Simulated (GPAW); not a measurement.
Here is a GPAW 26.7.0 calculation.

The input run.py:

```python
import numpy as np
from ase.dft.bandgap import bandgap
from ase.io import read, write
from gpaw import GPAW, PW
from gpaw.spinorbit import soc_eigenstates

atoms = read('Hf.xyz')

calc = GPAW(mode=PW(600),
            xc={'name': 'vdW-DF', 'backend': 'libvdwxc'},
            kpts={'size': (10, 10, 10), 'gamma': True},
            occupations={'name': 'fermi-dirac', 'width': 0.05},
            nbands=14,
            convergence={'density': 1e-05, 'energy': 1e-05},
            maxiter=150,
            txt='gpaw.txt')
atoms.calc = calc
energy = atoms.get_potential_energy()
forces = atoms.get_forces()
calc.write('gs.gpw')
write('result.traj', atoms)
print(f'Energy: {energy:.6f} eV')
print('Forces (eV/A):')
print(forces.round(4))
print('Fermi level:', round(calc.get_fermi_level(), 4), 'eV')
print(f'Gap: {bandgap(calc)[0]:.4f} eV, direct: {bandgap(calc, direct=True)[0]:.4f} eV')

path = atoms.cell.bandpath('GHNGPH,PN', npoints=80, eps=1e-4)
bs_calc = calc.fixed_density(kpts=path, symmetry='off', nbands=22,
                             convergence={'bands': 'CBM+6.0', 'eigenstates': 1e-6}, txt='bands.txt')
bs = bs_calc.band_structure()
bs.write('bs.json')
print(f'Gap on the path: {bandgap(bs_calc)[0]:.4f} eV')

soc = soc_eigenstates(bs_calc, theta=54.7, phi=45)
np.savetxt('soc_bands.dat', soc.eigenvalues(), fmt='%.4f')
mesh = soc_eigenstates('gs.gpw', theta=54.7, phi=45)
np.savetxt('soc_mesh.dat', mesh.eigenvalues(), fmt='%.4f')
print('Fermi level with spin-orbit coupling:', round(mesh.fermi_level, 4), 'eV')
```

Contents of Hf.xyz:

```xyz
1
Lattice="-1.8050000000 1.8050000000 1.8050000000 1.8050000000 -1.8050000000 1.8050000000 1.8050000000 1.8050000000 -1.8050000000" Properties=species:S:1:pos:R:3 pbc="T T T"
Hf     0.0000000000      0.0000000000      0.0000000000
```

Potentials or basis: GPAW PAW data sets (gpaw-data 1.2.1), pw.

Run with:

```bash
$ OMP_NUM_THREADS=1 python run.py
```

Question: What does it give for the band gap along the path?

Answer: None (metal or under the smearing width).

Levels at the corners of the path, in eV from the Fermi level:
```tsv
point	band 8	band 9	band 10	band 11	band 12	band 13	band 14	band 15	band 16	band 17
Γ	-27.29	-6.79	-6.79	1.28	1.28	1.28	1.28	1.64	1.64	4.02
H	-27.92	-2.40	-2.40	-2.40	-2.40	5.64	5.64	6.04	6.04	6.04
N	-27.42	-3.20	-3.20	-0.46	-0.46	0.95	0.95	3.80	3.80	4.71
Γ	-27.29	-6.79	-6.79	1.28	1.28	1.28	1.28	1.64	1.64	4.02
P	-27.73	-1.04	-1.03	-0.44	-0.44	-0.44	-0.44	4.85	4.85	4.85
H	-27.92	-2.40	-2.40	-2.40	-2.40	5.64	5.64	6.04	6.04	6.04
P	-27.73	-1.04	-1.03	-0.44	-0.44	-0.44	-0.44	4.85	4.85	4.85
N	-27.42	-3.20	-3.20	-0.46	-0.46	0.95	0.95	3.80	3.80	4.71
```

Caveat: spin-orbit coupling was added after a scalar SCF, so levels and gaps hold it while energy, forces, pressure and moments don't; this program's spin-orbit splittings come out too wide for heavy elements; the PAW data sets were made with another functional, which shifts forces and pressure a little.
